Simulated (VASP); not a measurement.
The system is Te2Mo.

```
Te Mo
1.0
     3.51820    0.00000    0.00000
    -1.75910    3.04685    0.00000
     0.00000    0.00000   13.97360
Te Mo
4 2
Direct
  0.66667 0.33333 0.37900
  0.33333 0.66667 0.87900
  0.66667 0.33333 0.12100
  0.33333 0.66667 0.62100
  0.66667 0.33333 0.75000
  0.33333 0.66667 0.25000
```

| Item | Value |
| --- | --- |
| Program | VASP 6.6.1 |
| Task | relaxation of cell and atoms |
| Functional | PW91 |
| Potentials or basis | VASP PAW PBE potentials, release 64 (Te, Mo_sv) |
| Cutoff | 600 eV |
| k mesh | 9 × 9 × 2 |
| Occupations | fermi-dirac, width 0.05 eV |
| Spin | no spin polarisation |

At the start: pressure 3.4 GPa; volume 24.96 Å³/atom.

Task: Where does the relaxation end?

Result: Over 16 steps the energy falls by 14.8 meV/atom and the volume is 27.40 Å³/atom (+9.8 %); space group P6_3/mmc (No. 194, to 0.05 Å).

The path:
```tsv
step	energy change (eV)	largest force (eV/Å)	pressure (GPa)	volume (Å³)
1	0.0000	0.2385	3.38	149.79
2	0.0645	0.8737	-4.12	161.51
3	-0.0476	0.2357	0.18	154.27
4	-0.0562	0.1599	0.01	155.35
5	-0.0594	0.0698	-0.06	156.65
6	-0.0665	0.0369	0.15	157.24
7	-0.0790	0.0711	0.56	158.98
8	-0.0713	0.2962	1.76	162.38
9	-0.0801	0.1706	1.05	160.30
10	-0.0830	0.1318	0.85	160.93
11	-0.0879	0.0189	0.26	162.84
12	-0.0883	0.0317	-0.01	163.71
13	-0.0884	0.0294	-0.02	163.78
14	-0.0885	0.0234	-0.03	164.02
15	-0.0887	0.0113	-0.06	164.48
16	-0.0887	0.0028	0.02	164.39
```

Final structure:
```
Te Mo
1.0
     3.56511    0.00000    0.00000
    -1.78256    3.08748    0.00000
     0.00000    0.00000   14.93510
Te Mo
4 2
Direct
  0.66667 0.33333 0.37112
  0.33333 0.66667 0.87112
  0.66667 0.33333 0.12888
  0.33333 0.66667 0.62888
  0.66667 0.33333 0.75000
  0.33333 0.66667 0.25000
```

Caveat: the PAW data sets were made with another functional, which shifts forces and pressure a little; this functional lacks dispersion, which binds the layers, so the pressure and a relaxed spacing across them are unreliable.
